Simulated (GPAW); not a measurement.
# GaAs (F-43m) in GPAW: further runs, part 2 of 3

GPAW 26.7.0. Earlier steps stand in the parts before.

## (4) Band structure, BLYP, spin-orbit coupling, no magnetisation

File run.py:

```python
import numpy as np
from ase.dft.bandgap import bandgap
from ase.io import write
from ase.spacegroup import crystal
from ase.units import GPa
from gpaw import GPAW, PW, setup_paths
from gpaw.spinorbit import soc_eigenstates

setup_paths.insert(0, '.')

# As 4c
# Ga 4a
atoms = crystal(['As', 'Ga'],
                basis=[[0.25, 0.25, 0.25],
                       [0.0, 0.0, 0.0]],
                spacegroup=216, setting=1,  # F-43m
                cellpar=[5.6537, 5.6537, 5.6537, 90.0, 90.0, 90.0],
                primitive_cell=True)

calc = GPAW(mode=PW(600),
            xc='BLYP',
            kpts={'size': (8, 8, 8), 'gamma': True},
            occupations={'name': 'fermi-dirac', 'width': 0.05},
            nbands=11,
            convergence={'density': 1e-05, 'energy': 1e-05},
            eigensolver='davidson',
            maxiter=150,
            txt='gpaw.txt')
atoms.calc = calc
energy = atoms.get_potential_energy()
forces = atoms.get_forces()
stress = atoms.get_stress()
calc.write('gs.gpw')
write('result.traj', atoms)
print(f'Energy: {energy:.6f} eV')
print('Forces (eV/A):')
print(forces.round(4))
print('Stress (GPa):', (stress / GPa).round(3))
print('Fermi level:', round(calc.get_fermi_level(), 4), 'eV')
print(f'Gap: {bandgap(calc)[0]:.4f} eV, direct: {bandgap(calc, direct=True)[0]:.4f} eV')

path = atoms.cell.bandpath('GXWKGLUWLK,UX', npoints=80, eps=1e-4)
bs_calc = calc.fixed_density(kpts=path, symmetry='off', nbands=21,
                             convergence={'bands': 'CBM+6.0', 'eigenstates': 1e-6}, txt='bands.txt')
bs = bs_calc.band_structure()
bs.write('bs.json')
print(f'Gap on the path: {bandgap(bs_calc)[0]:.4f} eV')

soc = soc_eigenstates(bs_calc, theta=90, phi=45)
np.savetxt('soc_bands.dat', soc.eigenvalues(), fmt='%.4f')
mesh = soc_eigenstates('gs.gpw', theta=90, phi=45)
np.savetxt('soc_mesh.dat', mesh.eigenvalues(), fmt='%.4f')
print('Fermi level with spin-orbit coupling:', round(mesh.fermi_level, 4), 'eV')
```

Potentials or basis: PAW data sets generated in the run's folder for this functional, pw.

Run with:

```sh
> gpaw-setup -f BLYP As Ga
> OMP_NUM_THREADS=1 python run.py
```

gpaw.txt:

```text
__  _  _
 | _ |_)|_||  |
 |__||  | ||/\| - 26.7.0

Input parameters:
  mode=PW(ecut=600.0),
  convergence={'density': 1e-05, 'energy': 1e-05},
  eigensolver=Davidson(niter=2),
  kpts=MonkhorstPack(size=(8, 8, 8), gamma=True),
  maxiter=150,
  nbands=11,
  occupations=Occupations(name='fermi-dirac', width=0.05),
  xc=XC(name='BLYP')

Diagonalizing LCAO Hamiltonian
Converting LCAO to pw mode

           As

       Ga

Atoms  # Å, Bohr magnetons
|   | symbol |        x |        y |        z |    initial magnetic moments |
|---|--------|----------|----------|----------|-----------------------------|
| 0 |     As | 1.413425 | 1.413425 | 1.413425 | ( 0.0000,  0.0000,  0.0000) |
| 1 |     Ga | 0.000000 | 0.000000 | 0.000000 | ( 0.0000,  0.0000,  0.0000) |

Unit cell  # Å
| periodic |        x |        y |        z |  lengths |    angles |
|----------|----------|----------|----------|----------|-----------|
|      yes | 0.000000 | 2.826850 | 2.826850 | 3.997770 | 60.000000 |
|      yes | 2.826850 | 0.000000 | 2.826850 | 3.997770 | 60.000000 |
|      yes | 2.826850 | 2.826850 | 0.000000 | 3.997770 | 60.000000 |

Number of symmetries: 24
Symmetry operations  # r_c * U_cc + t_c -> r_c
|    | kind |            matrix            |
|----|------|------------------------------|
|  0 |  E   |  1, 0, 0,  0, 1, 0,  0, 0, 1 |
|  1 |  σ   |  1, 0, 0,  0, 0, 1,  0, 1, 0 |
|  2 |  σ   |  1, 0,-1,  0, 1,-1,  0, 0,-1 |
|  3 |  C3  |  1, 0,-1,  0, 0,-1,  0, 1,-1 |
|  4 |  C3  |  1,-1, 0,  0,-1, 1,  0,-1, 0 |
|  5 |  σ   |  1,-1, 0,  0,-1, 0,  0,-1, 1 |
|  6 |  σ   |  0, 1, 0,  1, 0, 0,  0, 0, 1 |
|  7 |  C3  |  0, 1, 0,  0, 0, 1,  1, 0, 0 |
|  8 |  C2  |  0, 1,-1,  1, 0,-1,  0, 0,-1 |
|  9 |  S4  |  0, 1,-1,  0, 0,-1,  1, 0,-1 |
| 10 |  C3  |  0, 0, 1,  1, 0, 0,  0, 1, 0 |
| 11 |  σ   |  0, 0, 1,  0, 1, 0,  1, 0, 0 |
| 12 |  S4  |  0, 0,-1,  1, 0,-1,  0, 1,-1 |
| 13 |  C3  |  0, 0,-1,  0, 1,-1,  1, 0,-1 |
| 14 |  S4  |  0,-1, 1,  1,-1, 0,  0,-1, 0 |
| 15 |  C2  |  0,-1, 1,  0,-1, 0,  1,-1, 0 |
| 16 |  C3  |  0,-1, 0,  1,-1, 0,  0,-1, 1 |
| 17 |  S4  |  0,-1, 0,  0,-1, 1,  1,-1, 0 |
| 18 |  S4  | -1, 1, 0, -1, 0, 1, -1, 0, 0 |
| 19 |  C3  | -1, 1, 0, -1, 0, 0, -1, 0, 1 |
| 20 |  C3  | -1, 0, 1, -1, 1, 0, -1, 0, 0 |
| 21 |  S4  | -1, 0, 1, -1, 0, 0, -1, 1, 0 |
| 22 |  σ   | -1, 0, 0, -1, 1, 0, -1, 0, 1 |
| 23 |  C2  | -1, 0, 0, -1, 0, 1, -1, 1, 0 |

BZ-sampling:
  Number of BZ points: 512
  Number of IBZ points: 29

  Monkhorst-Pack size: [8, 8, 8]
  Monkhorst-Pack shift: [0.0625, 0.0625, 0.0625]

K-points  # in reciprocal-cell coordinates
|     |                                coordinates |     weight |
|-----|--------------------------------------------|------------|
|   0 | (  0.00000000,   0.00000000,   0.00000000) | 0.00195312 |
|   1 | (  0.12500000,   0.12500000,   0.00000000) | 0.01171875 |
|   2 | (  0.12500000,   0.12500000,   0.12500000) | 0.01562500 |
|   3 | (  0.25000000,   0.12500000,   0.12500000) | 0.02343750 |
|   4 | (  0.25000000,   0.25000000,   0.00000000) | 0.01171875 |
|   5 | (  0.25000000,   0.25000000,   0.12500000) | 0.04687500 |
|   6 | (  0.25000000,   0.25000000,   0.25000000) | 0.01562500 |
|   7 | (  0.37500000,   0.25000000,  -0.37500000) | 0.04687500 |
|   8 | (  0.37500000,   0.25000000,   0.12500000) | 0.04687500 |
|   9 | (  0.37500000,   0.25000000,   0.25000000) | 0.04687500 |
| ... |                                            |            |
|  28 | (  0.50000000,   0.50000000,   0.50000000) | 0.00781250 |

Plane wave coefficients: 1540
Cutoff: 600.0 eV

Spin-components: 1 (collinear spins)
Bands:           11
Projectors:      10
Spin-degeneracy: 2
Datatype:        complex128

Parallelization:
  kpt:    1
  domain: 1
  band:   1

Density:
  Valence electrons: 8.0
  Components: 1
  Grid points: [24 24 24]
  Charge: 0.0  # |e|

Potential:
  Grid points: [24 24 24]

species:
  As:
    name:    Arsenic
    Z:       33.0
    valence: 5
    core:    28
    charge:  0.0  # [|e|]
    compensation charges:
      type: gauss
      rc: 0.33  # [Å]
      lmax: 2
    cutoffs:
      filter: 1.87  # [Å]
      core: 2.96  # [Å]
    projectors
    | kind |    occ | energy [eV] | rcut [Å] |
    |------|--------|-------------|----------|
    |   4s |  2.000 |     -14.406 |    1.058 |
    |   4p |  3.000 |      -5.067 |    1.058 |
    |    s |        |      12.806 |    1.058 |
    |    p |        |      22.145 |    1.058 |
    |    d |        |       0.000 |    1.058 |

    Using partial waves for As as LCAO basis

  Ga:
    name:    Gallium
    Z:       31.0
    valence: 3
    core:    28
    charge:  0.0  # [|e|]
    compensation charges:
      type: gauss
      rc: 0.37  # [Å]
      lmax: 2
    cutoffs:
      filter: 2.06  # [Å]
      core: 4.17  # [Å]
    projectors
    | kind |    occ | energy [eV] | rcut [Å] |
    |------|--------|-------------|----------|
    |   4s |  2.000 |      -8.903 |    1.164 |
    |   4p |  1.000 |      -2.515 |    1.164 |
    |    s |        |      18.309 |    1.164 |
    |    p |        |      24.697 |    1.164 |
    |    d |        |       0.000 |    1.164 |

    Using partial waves for Ga as LCAO basis

Reference energy: -114409.509573  # eV

eigensolver:
  Davidson
  Converge bands: occupied
  niter=2

density mixing:
  MSR1-Mixer
  Pratt-step length: 0.05
  Maximum mixing coefficient: 0.75
  Old densities: 10
  SVD Regularization: 0.005
  Good broyden scale: 1.0
  Trust region scale: 1.0
  Backstep threshold: 4.0
  History deletion threshold: 6.0
  Fourier metric: weight=20.0, sigma=0.015

occupation numbers:
  Fermi-Dirac:
    width: 0.0500  # eV

poisson solver:
  ecut: 4800.0  # eV

xc functional:
  name: BLYP with 2 nearest neighbor stencil

convergence criteria:
- Maximum integral of absolute [dens]ity change: 1e-05 electrons / valence electron
- Maximum [total energy] change in last 3 cyles: 1e-05 eV / valence electron
- Maximum integral of absolute [eigenst]ate change: 4e-08 eV^2 / valence electron
maximum number of iterations: 150

SCF iterations
|iter     | |      energy | eigst |  dens |
|---------|-|-------------|-------|-------|
|iter:   1| |   -6.986123 | -0.53 |       |
|iter:   2| |   -6.961667 | -2.74 | -0.86 |
|iter:   3| |   -6.847782 | -2.07 | -0.89 |
|iter:   4| |   -6.848014 | -3.85 | -1.52 |
|iter:   5| |   -6.848146 | -4.70 | -1.95 |
|iter:   6| |   -6.848138 | -5.57 | -2.78 |
|iter:   7| |   -6.848139c| -7.22 | -3.64 |
|iter:   8| |   -6.848139c| -8.44c| -4.02 |
|iter:   9| |   -6.848139c| -9.73c| -5.11c|

Converged in 9 steps
Energy contributions relative to reference atoms: (reference = -114409.509573)

Energy contributions:
  Kinetic:          33.494948
  Coulomb:         -29.708810
  Zero:              0.032598
  External:          0.000000
  Xc:              -10.666850
  Entropy:          -0.000051
  Spinorbit:         0.000000
  ----------------------------
  Free energy:      -6.848164
  Extrapolated:     -6.848139

dipole moment: (-17.939671, -17.939671, -17.939671)  # |e|*Ang

Fermi level: 5.568
Eigenvalues  # (at kpt = [0.000, 0.000, 0.000])
| band index |      eig [eV] | occ [0-2] |
|------------|---------------|-----------|
|          0 |        -7.398 |     2.000 |
|          1 |         5.323 |     1.985 |
|          2 |         5.323 |     1.985 |
|          3 |         5.323 |     1.985 |
|          4 |         5.754 |     0.047 |
|          5 |         9.136 |     0.000 |
|          6 |         9.136 |     0.000 |
|          7 |         9.136 |     0.000 |
|          8 |        13.201 |     0.000 |
|          9 |        15.566 |     0.000 |
|         10 |        16.662 |     0.000 |

Gap: 0.431 eV
Transition (v -> c):
  (s=0, k=0, n=3, [0.00, 0.00, 0.00]) -> (s=0, k=0, n=4, [0.00, 0.00, 0.00])
No difference between direct/indirect transitions

Forces  # eV/Ang
|        x |        y |        z |
|----------|----------|----------|
| -0.00000 | -0.00000 | -0.00000 |  # As   0
| -0.00000 | -0.00000 | -0.00000 |  # Ga   1

Stress tensor  # eV/Ang^3
|         x |         y |         z |
|-----------|-----------|-----------|
| -0.048138 |  0.000000 |  0.000000 |
|  0.000000 | -0.048138 |  0.000000 |
|  0.000000 |  0.000000 | -0.048138 |

# Writing to gs.gpw (mode='')
```

Run time: 32 s. Hardware: 1 thread of Arm Neoverse V1, shared host; peak memory 0.25 GiB.

What came out:

- Free energy: -6.8482 eV
- Pressure: 7.7 GPa
- Band gap on the k mesh: 0.31 eV, direct
- Band gap along the path: 0.31 eV, direct

Levels at the corners of the path, in eV from the valence-band top:
```csv
point,band 5,band 6,band 7,band 8,band 9,band 10,band 11,band 12
Γ,0.00,0.00,0.00,0.00,0.31,0.31,3.56,3.56
X,-2.79,-2.79,-2.70,-2.70,1.53,1.53,1.65,1.65
W,-3.66,-3.53,-3.39,-3.35,4.39,4.58,4.78,4.81
K,-3.93,-3.86,-2.34,-2.33,1.97,1.98,4.58,4.65
Γ,0.00,0.00,0.00,0.00,0.31,0.31,3.56,3.56
L,-1.36,-1.36,-1.14,-1.14,0.90,0.90,4.59,4.59
U,-3.93,-3.86,-2.34,-2.33,1.97,1.98,4.58,4.65
W,-3.66,-3.53,-3.39,-3.35,4.39,4.58,4.78,4.81
L,-1.36,-1.36,-1.14,-1.14,0.90,0.90,4.59,4.59
K,-3.93,-3.86,-2.34,-2.33,1.97,1.98,4.58,4.65
U,-3.93,-3.86,-2.34,-2.33,1.97,1.98,4.58,4.65
X,-2.79,-2.79,-2.70,-2.70,1.53,1.53,1.65,1.65
```

Caveat: spin-orbit coupling was added after a scalar SCF, so levels and gaps hold it while energy, forces, pressure and moments don't; this program's spin-orbit splittings come out too wide for heavy elements.

## (5) One-shot levels of the hybrid HSE06, PBE

File run.py:

```python
import numpy as np
from ase.dft.bandgap import bandgap
from ase.io import read, write
from ase.units import GPa
from gpaw import GPAW, PW
from gpaw.hybrids import NonSelfConsistentHybridXCCalculator
from gpaw.hybrids.energy import non_self_consistent_energy

atoms = read('GaAs.xyz')

calc = GPAW(mode=PW(500),
            xc='PBE',
            kpts={'size': (5, 5, 5), 'gamma': True},
            occupations={'name': 'fermi-dirac', 'width': 0.05},
            nbands=13,
            convergence={'density': 1e-05, 'energy': 1e-05, 'bands': 9, 'eigenstates': 1e-07},
            maxiter=150,
            txt='gpaw.txt')
atoms.calc = calc
energy = atoms.get_potential_energy()
forces = atoms.get_forces()
stress = atoms.get_stress()
calc.write('gs.gpw')
write('result.traj', atoms)
print(f'Energy: {energy:.6f} eV')
print('Forces (eV/A):')
print(forces.round(4))
print('Stress (GPa):', (stress / GPa).round(3))
print('Fermi level:', round(calc.get_fermi_level(), 4), 'eV')
print(f'Gap: {bandgap(calc)[0]:.4f} eV, direct: {bandgap(calc, direct=True)[0]:.4f} eV')

for xc in ['HSE06', 'YS-PBE0', 'B3LYP']:
    e = non_self_consistent_energy(calc, xc).sum()
    print(f'{xc} energy on these orbitals: {e:.6f} eV')
    nsc = NonSelfConsistentHybridXCCalculator.from_dft_calculation(
        calc.dft, xc, log=f'levels-{xc}.txt')
    dft_skn, hyb_skn = nsc.calculate(calc.dft.ibzwfs, 0, 9)
    np.savetxt(f'levels-{xc}.dat', hyb_skn.reshape((-1, hyb_skn.shape[-1])), fmt='%.4f')
```

File GaAs.xyz:

```xyz
2
Lattice="0.0000000000 2.8268500000 2.8268500000 2.8268500000 0.0000000000 2.8268500000 2.8268500000 2.8268500000 0.0000000000" Properties=species:S:1:pos:R:3 pbc="T T T"
As     4.2402750000      4.2402750000      4.2402750000
Ga     0.0000000000      0.0000000000      0.0000000000
```

Potentials or basis: GPAW PAW data sets (gpaw-data 1.2.1), pw.

Run with:

```sh
> OMP_NUM_THREADS=1 python run.py
```

gpaw.txt:

```text
__  _  _
 | _ |_)|_||  |
 |__||  | ||/\| - 26.7.0

Input parameters:
  mode=PW(ecut=500.0),
  convergence={'density': 1e-05, 'energy': 1e-05, 'bands': 9, 'eigenstates': 1e-07},
  kpts=MonkhorstPack(size=(5, 5, 5), gamma=True),
  maxiter=150,
  nbands=13,
  occupations=Occupations(name='fermi-dirac', width=0.05),
  xc=XC(name='PBE')

Diagonalizing LCAO Hamiltonian
Converting LCAO to pw mode

                    As

       Ga

Atoms  # Å, Bohr magnetons
|   | symbol |        x |        y |        z |    initial magnetic moments |
|---|--------|----------|----------|----------|-----------------------------|
| 0 |     As | 4.240275 | 4.240275 | 4.240275 | ( 0.0000,  0.0000,  0.0000) |
| 1 |     Ga | 0.000000 | 0.000000 | 0.000000 | ( 0.0000,  0.0000,  0.0000) |

Unit cell  # Å
| periodic |        x |        y |        z |  lengths |    angles |
|----------|----------|----------|----------|----------|-----------|
|      yes | 0.000000 | 2.826850 | 2.826850 | 3.997770 | 60.000000 |
[... 179 lines left out ...]
  Zero:              0.019787
  External:          0.000000
  Xc:              -11.408538
  Entropy:          -0.000056
  Spinorbit:         0.000000
  ----------------------------
  Free energy:      -8.170783
  Extrapolated:     -8.170754

dipole moment: (-10.962328, -10.962328, -10.962328)  # |e|*Ang

Fermi level: 5.259
Eigenvalues  # (at kpt = [0.000, 0.000, 0.000])
| band index |      eig [eV] | occ [0-2] |
|------------|---------------|-----------|
|          0 |        -7.757 |     2.000 |
|          1 |         4.941 |     1.997 |
|          2 |         4.941 |     1.997 |
|          3 |         4.941 |     1.997 |
|          4 |         5.522 |     0.010 |
|          5 |         8.700 |     0.000 |
|          6 |         8.700 |     0.000 |
|          7 |         8.700 |     0.000 |
|          8 |        12.592 |     0.000 |
|          9 |        15.015 |     0.000 |
|         10 |        15.015 |     0.000 |
|         11 |        16.513 |     0.000 |
|         12 |        16.513 |     0.000 |

Gap: 0.581 eV
Transition (v -> c):
  (s=0, k=0, n=3, [0.00, 0.00, 0.00]) -> (s=0, k=0, n=4, [0.00, 0.00, 0.00])
No difference between direct/indirect transitions

Forces  # eV/Ang
|        x |        y |       z |
|----------|----------|---------|
| -0.00000 | -0.00000 | 0.00000 |  # As   0
| -0.00000 |  0.00000 | 0.00000 |  # Ga   1

Stress tensor  # eV/Ang^3
|         x |         y |         z |
|-----------|-----------|-----------|
| -0.027363 |  0.000000 |  0.000000 |
|  0.000000 | -0.027363 |  0.000000 |
|  0.000000 |  0.000000 | -0.027363 |

# Writing to gs.gpw (mode='')
```

stdout:

```text
Energy: -8.170754 eV
Forces (eV/A):
[[-0. -0.  0.]
 [-0.  0.  0.]]
Stress (GPa): [-4.384 -4.384 -4.384  0.     0.     0.   ]
Fermi level: 5.259 eV
Gap: 0.5813 eV, direct: 0.5813 eV
IBZ(<points: 10, symmetries: 24>)
Occupied bands: 5
DFT energy: -8.170754411062147 eV
minus DFT-XC energy: 11.408538352002195 eV
Core-core contribution:          -1044.972
Valence-core contribution:          -6.190
Valence-valence contribution:      -10.997
HSE06 energy on these orbitals: -33.424064 eV
IBZ(<points: 10, symmetries: 24>)
Occupied bands: 5
DFT energy: -8.170754411062147 eV
minus DFT-XC energy: 11.408538352002195 eV
Core-core contribution:          -1044.972
Valence-core contribution:          -6.190
Valence-valence contribution:      -10.625
YS-PBE0 energy on these orbitals: -635.803874 eV
IBZ(<points: 10, symmetries: 24>)
Occupied bands: 5
DFT energy: -8.170754411062147 eV
minus DFT-XC energy: 11.408538352002195 eV
Core-core contribution:           -835.978
Valence-core contribution:          -4.952
Valence-valence contribution:      -11.368
B3LYP energy on these orbitals: -26.529238 eV
```

Run time: 3.4 min. Hardware: 1 thread of Arm Neoverse V1, shared host; peak memory 0.34 GiB.

What came out:

```
Free energy                            : -8.1708 eV
Pressure                               : 4.4 GPa
Band gap on the k mesh                 : 0.58 eV, direct
Band gap of the one-shot hybrid        : 1.30 eV
Direct band gap of the one-shot hybrid : 1.30 eV
```

Levels at points of the mesh, in eV from the valence-band top:
```tsv
k point	band 1	band 2	band 3	band 4	band 5	band 6	band 7	band 8
(0.00, 0.00, 0.00)	-12.70	0.00	0.00	0.00	0.58	3.76	3.76	3.76
```

Band gaps from one-shot exact exchange on these states (eV): hse06 1.30, ys_pbe0 0.88, b3lyp 1.56

Caveat: the k mesh is coarse; the cutoff is short for stress and forces, so pressures can be off by a GPa or more; energy and the plain gap are those of the semilocal run; the hybrids' values are one shot on its orbitals and mesh.

[end of part 2 of 3]
